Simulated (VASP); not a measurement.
# GaSb (Fm-3m) in VASP: settings compared, part 2 of 2

VASP 6.6.1.

## Step 4: Single point, PBE

Contents of INCAR:

```
SYSTEM = GaSb
  PREC = Accurate
  ENCUT = 520
  EDIFF = 1E-7
  ISMEAR = 0
  SIGMA = 0.01
  LREAL = .False.
  LASPH = .True.
  NELM = 80
  ALGO = Fast
  ISIF = 2
  LWAVE = .False.
  LCHARG = .True.
  GGA = PE
  LELF = .True.
  LVHAR = .True.
  NBANDS = 16
```

Contents of KPOINTS:

```
regular mesh
0
Gamma
  6 6 6
  0 0 0
```

Contents of POSCAR:

```
GaSb
1.0
    0.0000000000      2.8731179487      2.8731179487
    2.8731179487      0.0000000000      2.8731179487
    2.8731179487      2.8731179487      0.0000000000
Ga Sb
1 1
Direct
    0.0000000000      0.0000000000      0.0000000000
    0.5000000000      0.5000000000      0.5000000000
```

Potentials or basis: VASP PAW PBE potentials, release 64 (Ga_d, Sb).

Command:

```bash
$ cat potpaw_PBE.64/Ga_d/POTCAR potpaw_PBE.64/Sb/POTCAR > POTCAR
$ mpirun -np 1 vasp_std > vasp.out
```

OUTCAR:

```text
SYSTEM = GaSb
   PREC = Accurate
   ENCUT = 520
   EDIFF = 1E-7
   ISMEAR = 0
   LREAL = .False.
   LASPH = .True.
   NELM = 80
   ISIF = 2
   GGA = PE

 ion  position               nearest neighbor table
   1  0.000  0.000  0.000-   2 2.87   2 2.87   2 2.87   2 2.87   2 2.87   2 2.87
   2  0.500  0.500  0.500-   1 2.87   1 2.87   1 2.87   1 2.87   1 2.87   1 2.87

  LATTYP: Found a face centered cubic cell.
 ALAT       =     5.7462358974

  Lattice vectors:

 A1 = (   0.0000000000,   2.8731179487,   2.8731179487)
 A2 = (   2.8731179487,   0.0000000000,   2.8731179487)
[... 481 lines left out ...]

  FORCE on cell =-STRESS in cart. coord.  units (eV):
  Direction    XX          YY          ZZ          XY          YZ          ZX
  --------------------------------------------------------------------------------------
  -------------------------------------------------------------------------------------
  Total        0.5383700      0.5383700      0.5383700     -0.0000000     -0.0000000      0.0000000
  in kB       18.1844871     18.1844871     18.1844871     -0.0000000     -0.0000000      0.0000000
  external PRESSURE =      18.1844871 kB  Pullay stress =       0.0000000 kB

 VOLUME and BASIS-vectors are now :
 -----------------------------------------------------------------------------
  energy-cutoff  :      520.00
  volume of cell :       47.43
      direct lattice vectors                 reciprocal lattice vectors
     0.000000000  2.873117949  2.873117949    -0.174026966  0.174026966  0.174026966
     2.873117949  0.000000000  2.873117949     0.174026966 -0.174026966  0.174026966
     2.873117949  2.873117949  0.000000000     0.174026966  0.174026966 -0.174026966

 POSITION                                       TOTAL-FORCE (eV/Angst)
 -----------------------------------------------------------------------------------
      0.00000      0.00000      0.00000         0.000000      0.000000     -0.000000
      2.87312      2.87312      2.87312         0.000000      0.000000      0.000000
 -----------------------------------------------------------------------------------
    total drift:                               -0.000000      0.000000      0.000000

  FREE ENERGIE OF THE ION-ELECTRON SYSTEM (eV)
  ---------------------------------------------------
  free  energy   TOTEN  =        -6.9020607327 eV

  energy  without entropy=       -6.9015701595  energy(sigma->0) =       -6.90181545
```

OSZICAR:

```text
N       E                     dE             d eps       ncg     rms          rms(c)
DAV:   1     0.773808619217E+02    0.77381E+02   -0.87738E+03   520   0.148E+03
DAV:   2    -0.131472043699E+01   -0.78696E+02   -0.75950E+02   640   0.297E+02
DAV:   3    -0.682844531940E+01   -0.55137E+01   -0.55012E+01   608   0.610E+01
DAV:   4    -0.691742823995E+01   -0.88983E-01   -0.88881E-01   656   0.864E+00
DAV:   5    -0.691930037064E+01   -0.18721E-02   -0.18721E-02   584   0.113E+00    0.248E+00
RMM:   6    -0.690045398142E+01    0.18846E-01   -0.46545E-02   698   0.235E+00    0.147E+00
RMM:   7    -0.690176996236E+01   -0.13160E-02   -0.13078E-02   725   0.938E-01    0.356E-01
RMM:   8    -0.690201967109E+01   -0.24971E-03   -0.22670E-03   738   0.515E-01    0.647E-02
RMM:   9    -0.690205081379E+01   -0.31143E-04   -0.30794E-04   773   0.153E-01    0.301E-02
RMM:  10    -0.690206026705E+01   -0.94533E-05   -0.52487E-05   771   0.630E-02    0.114E-02
RMM:  11    -0.690206141298E+01   -0.11459E-05   -0.91790E-06   798   0.287E-02    0.596E-03
RMM:  12    -0.690206146727E+01   -0.54285E-07   -0.20136E-06   797   0.123E-02    0.585E-03
RMM:  13    -0.690206193152E+01   -0.46425E-06   -0.42553E-07   575   0.605E-03    0.102E-02
RMM:  14    -0.690206054282E+01    0.13887E-05   -0.19938E-07   509   0.473E-03    0.318E-03
RMM:  15    -0.690206067273E+01   -0.12991E-06   -0.37191E-08   403   0.230E-03    0.173E-03
RMM:  16    -0.690206073267E+01   -0.59933E-07   -0.12311E-08   354   0.141E-03
   1 F= -.69020607E+01 E0= -.69018154E+01  d E =-.490573E-03
```

stdout:

```text
POSCAR found type information on POSCAR GaSb
 POSCAR found :  2 types and       2 ions
 scaLAPACK will be used
 LDA part: xc-table for (Slater+PW92), standard interpolation
 POSCAR, INCAR and KPOINTS ok, starting setup
 FFT: planning ... GRIDC
 FFT: planning ... GRID_SOFT
 FFT: planning ... GRID
 WAVECAR not read
 entering main loop
```

Wall time 15 s (1 thread of Intel Xeon Platinum 8559C (Emerald Rapids), shared host); peak memory 0.16 GiB.

Results:

- Free energy: -6.9021 eV
- Pressure: 1.8 GPa
- Band gap on the k mesh: none (metal or under the smearing width)

Levels at points of the mesh, in eV from the Fermi level:
```csv
k point,band 7,band 8,band 9,band 10,band 11,band 12
"(0.00, 0.00, 0.00)",-0.20,0.00,0.00,0.00,6.09,6.09
"(0.50, 0.00, 0.00)",-7.61,0.34,0.34,2.01,2.01,2.59
"(0.50, 0.50, 0.00)",-5.31,-4.12,-2.57,-2.57,2.85,8.84
```

The run has no spin-orbit coupling, so splittings on Sb are missing.

## Step 5: Overview

| level | k mesh | smearing | exchange at q = 0 | grid for exact exchange (PRECFOCK) | screening parameter | mesh quality | gap on the mesh (eV) | pressure (GPa) |
| --- | --- | --- | --- | --- | --- | --- | --- | --- |
| HSE06 | 4 × 4 × 4 | fermi-dirac 0.02 eV | truncated | Normal | 0.2079 1/A | coarse | none | 0.5 |
| PBE | 6 × 6 × 6 | fermi-dirac 0.02 eV | - | - | - | not flagged | none | 1.8 |
| PBE | 6 × 6 × 6 | gaussian 0.01 eV | - | - | - | not flagged | none | 1.8 |

Alike in all rows: task single point; potentials or basis VASP PAW PBE potentials, release 64 (Ga_d, Sb); no spin polarisation; cell as given; cutoff (eV) 520.

Caveats: some runs use coarse meshes; the PAW data sets were made with another functional, which shifts forces and pressure a little (some runs).

Absolute energies hang on the potentials; compare differences alone.
